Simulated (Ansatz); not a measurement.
Zn:

```
Zn
1.0
     2.26817   -1.30849    0.00000
     2.26817    1.30849    0.00000
    -1.59172    0.00000    7.30041
Zn
3
Direct
  0.77802 0.77802 0.33450
  0.22198 0.22198 0.66550
  0.00000 0.00000 0.00000
```

This isn't the form of Zn at room conditions, which is hcp.

A run of Ansatz 0.2.0 on this cell left the log below. Logs are shortened: lines on timing, memory, paths and dates and some standing lists are left out, and cuts for length are marked.

```text
Warning: RAYON_NUM_THREADS=2 ignored (pool sized by the plan → 2); use --threads N
The last accepted step is kept in <dir> (removed where the run ends without a failure and the disk answers)
LAPW: plane waves up to 8.503 Å⁻¹, error target 2.0e-3 eV per atom; small_component_spin mean_spin; Zn in spheres of 1.269 Å, 20 of its electrons in bands, Dirac shells [] (how accurate: hamiltonian.pseudopotentials.lapw.basis_error, Limitations)
Engine: ansatz 0.2.0, aarch64-unknown-linux-gnu
Pseudopotentials: kind: all_electron
Pseudopotential: Zn, LAPW, valence charge 20, lapw/all_electron/scalar/gaussian/Zn, Koelling and Harmon's equation, gaussian nucleus
Functional definition: PBEsol
  exchange = pbesol_x
  correlation = pbesol_c
Crystal: 3 atoms, lattice volume = 43.333 Å³
Basis set: ecut = 275.4590334703592 eV, 469 PW (Γ), exchange–correlation at level 2
Bands: 36, of which v1, the nominal top of the filled ones, is band 30 counted from 1 (29 counted from 0)
Symmetry: 4 space group operations
Space group: C2/m (ITA 12), of the structure as read, at distance tolerance 3.5e-5 Å
k-points: 164 of 576
Non-local potential: Zn, projectors of the file, none
Initial density: superposition of atomic densities (chi_scale 0.1, normalization cell)
Initial wavefunctions: plane waves of lowest kinetic energy (no species holds an atomic orbital)
Functional: x = pbesol(κ = 0.804, μ = 0.12345679012345678), c = pbesol(β = 0.046)
iter 1 solved again at ethr=2.57e-4 eV; its pass at ethr=1.00e-1 eV (dr2=1.54e-1 eV) is discarded
SCF iter   1: F=—  HF=-146505.146945 eV  |F-HF|=—  |Δ(HF+E_count)|=         —  Δρ=2.40e-2  dr2=1.54e-1  ethr=2.57e-4  ⟨swp⟩=2.9  Hψ=38495  notcnv=0
preconditioner: auto → Kerker (q_TF=auto, 2.880 Å⁻¹)  [metal: Δε(μ)=0.023 eV  Ē_g=12.631 eV  σ=0.050 eV  W_gap=0.11  n_scr=18 (ndim 8)  ℏωp=33.8 eV  f_vac=0.000  D(μ)=0.84/eV (n_scr^D=4)]
SCF iter   2: F=—  HF=-146504.939685 eV  |F-HF|=—  |Δ(HF+E_count)|=   2.07e-1  Δρ=8.48e-3  dr2=2.62e-2  ethr=2.57e-4  ⟨swp⟩=3.0  Hψ=19524  notcnv=0
SCF iter   3: F=—  HF=-146504.720622 eV  |F-HF|=—  |Δ(HF+E_count)|=   2.19e-1  Δρ=1.05e-2  dr2=3.57e-2  ethr=4.36e-5  ⟨swp⟩=3.0  Hψ=19286  notcnv=0
SCF iter   4: F=—  HF=-146504.706459 eV  |F-HF|=—  |Δ(HF+E_count)|=   1.42e-2  Δρ=4.16e-3  dr2=6.88e-3  ethr=4.36e-5  ⟨swp⟩=2.0  Hψ=16909  notcnv=0
iter 5 solved again at ethr=2.98e-7 eV; its pass at ethr=1.15e-5 eV (dr2=1.79e-4 eV) is discarded
SCF iter   5: F=—  HF=-146504.707186 eV  |F-HF|=—  |Δ(HF+E_count)|=   7.27e-4  Δρ=6.67e-4  dr2=1.78e-4  ethr=2.98e-7  ⟨swp⟩=2.0  Hψ=29086  notcnv=0
SCF iter   6: F=—  HF=-146504.707279 eV  |F-HF|=—  |Δ(HF+E_count)|=   9.35e-5  Δρ=3.42e-4  dr2=1.04e-4  ethr=2.97e-7  ⟨swp⟩=2.4  Hψ=17026  notcnv=0
[... 78 lines left out ...]
basis re-selected at this cell: Δ(F+E_penalty+E_count) = -4.581e-5 eV, ΔP = -0.000 GPa vs the last step (what re-selecting the basis moved, after the strain that the cell walked since its last selection, with what the two solves' SCF thresholds leave and, on support functions, any second-order correction that the steps lacked; it is no measure of the basis error at this ecutwfc). This SCF's stress stands 3.69e-2 GPa from its target on what of the cell is left free (relax.cell.stress_tol is 5.00e-2 GPa) and its largest allowed force component is 8.05e-4 eV/Å (relax.f_tol is 2.00e-2 eV/Å): within both
SCF converged after 2 iterations
Free energy (F): -146504.703333 eV
Harris-Foulkes:  -146504.703333 eV  (|F-HF|=1.43e-8)
Internal energy: -146504.699602 eV  (E = F + TS)
E sigma→0 (E₀):  -146504.701468 eV
Entropy (-TS):   -0.003731 eV (-1.244 meV/atom)
Fermi energy:    15.720288 eV
--- Per-component energies (eV) ---
  E_band       = -1532.378625
  E_kinetic    = 149188.936492
  E_xc         = -5735.462365
  E_electrostatic = -289958.173729  (all electrons and nuclei)
  E_smearing   = -0.003731  (= −TS)
  E_closure    = 0.000000  (closes the sum)
  E_atoms      = -146499.996407  (free atoms, spherical and without spin; not in F)
  Σ components = -146504.703333   (vs F -146504.703333, Δ=0.00e0)
  Basis errors (estimates in eV, not in F): energy 5.9e-4 per atom: plane waves 5.7e-4 (3.1e-4 summed), levels above the bands 2.5e-48, relativity 7.7e-9, radial functions 1.9e-5, core shells 1.2e-11; eigenvalues (radial functions only) 5.5e-5; not estimated: angular momenta, meshes, grids; target (lapw.basis_error) 2.0e-3; muffin-tin radii Zn 1.246 Å
--- Forces (eV/Å), atoms counted from 1 ---
  atom   1  Zn    -0.00080487     0.00000000     0.00005641
  atom   2  Zn     0.00080487     0.00000000    -0.00005641
  atom   3  Zn     0.00000000     0.00000000     0.00000000
  max |Σ_I F_I| component: 0.00e0 eV/Å
--- Stress (GPa, compression-positive) ---
        4.965338       0.000000       0.010284
        0.000000       5.015020       0.000000
        0.010284       0.000000       5.010148
  P = ⅓ Tr σ = 4.9968 GPa (49.968 kbar)
--- Relaxed structure (6 steps of the walk, 6 accepted, 1 SCFs on fresh bases) ---
  F+E_penalty+E_count = -146504.70333341 eV   max|allowed force component| = 8.049e-4 eV/Å   (the final SCF, on the basis selected at the relaxed cell)
  cell:  # Å, volume = 41.0345 Å³
    - [2.2034898341233933, -1.2695756382735515, -0.0023767327907117854]
    - [2.2034898341233933, 1.2695756382735515, -0.0023767327907117854]
    - [-1.5539761437501582, -3.393971626709946e-31, 7.335813971904129]
  atoms:
    - { symbol: Zn, position: [0.7782120374177295, 0.7782120374177295, 0.3341961791992243] }
    - { symbol: Zn, position: [0.2217879625822704, 0.2217879625822704, 0.6658038208007756] }
    - { symbol: Zn, position: [-2.3098741220413835e-20, -2.3098741220413883e-20, -2.0420474417056202e-20] }
```

**Question.** Write the input and the command behind it.

**Answer.** Relaxation of cell and atoms with PBEsol, no spin polarisation. The files as run (others can give the same):

input.yaml
```yaml
crystal:
  lattice:
    - [2.2681701736, -1.30848701, 0.0]
    - [2.2681701736, 1.30848701, 0.0]
    - [-1.5917165425, 0.0, 7.3004081919]
  atoms:
    - { symbol: Zn, position: [0.77801786, 0.77801786, 0.33450498] }
    - { symbol: Zn, position: [0.22198214, 0.22198214, 0.66549502] }
    - { symbol: Zn, position: [0.0, 0.0, 0.0] }
kpoints:
  mp_grid: { grid: [12, 12, 4] }
scf:
  occupations: { method: fermi_dirac, width: 0.05 }
hamiltonian:
  xc: pbesol
  pseudopotentials: { kind: all_electron, lapw: { basis_error: 0.002 } }
output:
  forces: true
  stress: true
relax:
  f_tol: 0.02
  max_steps: 60
  cell: { p_target: 5 }
```

Potentials or basis: all-electron LAPW, scalar-relativistic.
Command:
```sh
$ ansatz run input.yaml --threads 2 --pin off --max-ram 8192MiB --backend cpu --events-out ev --progress --plain --runs-dir out
```
